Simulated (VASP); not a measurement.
A run of VASP 6.6.1 is set up as follows.

INCAR

```
PREC = Accurate ; ENCUT = 520
EDIFF = 1E-7 ; ISMEAR = 0
SIGMA = 0.01 ; LREAL = F
LASPH = T ; NELM = 100
ALGO = Fast ; ISIF = 2
LWAVE = F ; LCHARG = F
GGA = PE ; NBANDS = 46
```

KPOINTS

```
regular mesh
0
Gamma
  6 6 6
```

File POSCAR:

```
ZnCu2SnS4
1.0
   -2.7070239587      2.7070239587      5.4111010195
    2.7070239587     -2.7070239587      5.4111010195
    2.7070239587      2.7070239587     -5.4111010195
Zn Cu Sn S
1 2 1 4
Direct
    0.2500000000      0.7500000000      0.5000000000
    0.0000000000      0.0000000000      0.0000000000
    0.7500000000      0.2500000000      0.5000000000
    0.5000000000      0.5000000000      0.0000000000
    0.3713035279      0.8934250782      1.0064641433
    0.1065749218      0.1130390651      0.4778784497
    0.8869609349      0.3648393847     -0.0064641433
    0.6351606153      0.6286964721      0.5221215503
```

Potentials or basis: VASP PAW PBE potentials, release 64 (Zn, Cu, Sn_d, S).

The run is started by

```bash
$ cat potpaw_PBE.64/Zn/POTCAR potpaw_PBE.64/Cu/POTCAR potpaw_PBE.64/Sn_d/POTCAR potpaw_PBE.64/S/POTCAR > POTCAR
$ mpirun -np 1 vasp_std > vasp.out
```

Question: Estimate the largest force.

Answer: 0.137 eV/Å.

Question: What does it give for the pressure?

Answer: 2.4 GPa.

Question: Predict the band gap on the k mesh.

Answer: 0.21 eV, direct.

Forces in eV/Å, atoms in the order of the input:
```
Zn   0.000  0.000  0.000
Cu   0.000  0.000  0.000
Cu   0.000  0.000  0.000
Sn   0.000  0.000  0.000
S    0.117 -0.049  0.051
S   -0.049 -0.117 -0.051
S   -0.117  0.049  0.051
S    0.049  0.117 -0.051
```

Caveat: spin-orbit coupling is left out, which moves the levels of the heavy elements. A k mesh can miss the band edges.
